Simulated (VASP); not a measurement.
Input of a VASP 6.6.1 run:

The input INCAR:

```
SYSTEM = InSe
PREC     = Accurate       ! precision mode
ENCUT    = 300            ! plane-wave cutoff, eV
EDIFF    = 1E-7           ! SCF threshold, eV
ISMEAR   = 0              ! smearing method
SIGMA    = 0.03           ! smearing width, eV
LREAL    = .False.        ! projectors in reciprocal space
LASPH    = .True.         ! aspherical terms in the spheres
NELM     = 80             ! most SCF steps
ALGO     = Normal         ! electronic algorithm
ISIF     = 3              ! what is computed and relaxed
LWAVE    = .False.        ! write WAVECAR
LCHARG   = .False.        ! write CHGCAR
GGA      = PE             ! functional
IBRION   = 2              ! ionic algorithm
NSW      = 90             ! ionic steps
EDIFFG   = -0.005         ! ionic threshold
```

KPOINTS

```
Automatic mesh
0
Gamma
  5 5 4
  0 0 0
```

Contents of POSCAR:

```
InSe                                    
1.0
    2.0502998893      1.1837411930      9.0863786069
   -2.0502998893      1.1837411930      9.0863786069
    0.0000000000     -2.3674823860      9.0863786069
  In              Se            
     2     2
Direct
     0.0039718447045943    0.0039718447045943    0.0039718447045943
     0.1073609374585566    0.1073609374585566    0.1073609374585566
     0.6236818240690332    0.6236818240690332    0.6236818240690332
     0.8209853937678205    0.8209853937678205    0.8209853937678205
```

Potentials or basis: VASP PAW PBE potentials, release 64 (In, Se).

Command:

```console
$ cat potpaw_PBE.64/In/POTCAR potpaw_PBE.64/Se/POTCAR > POTCAR
$ mpirun -np 1 vasp_std > vasp.out
```

Task: Estimate the band gap on the k mesh.

Result: 1.38 eV, direct.

Task: Estimate the relaxed cell.

Result: a = 9.512 Å, b = 9.512 Å, c = 9.512 Å, α = 24.88°, β = 24.88°, γ = 24.88°.

Forces on the atoms (eV/Å):
```
In   0.000  0.000  0.003
In   0.000  0.000 -0.001
Se   0.000  0.000 -0.004
Se   0.000  0.000  0.002
```

Caveat: the k mesh is coarse (spacing up to 0.45 Å⁻¹), so the values aren't converged; spin-orbit coupling is left out, which moves the levels of the heavy elements; an odd mesh through Γ misses points on the zone boundary, where band edges often lie.
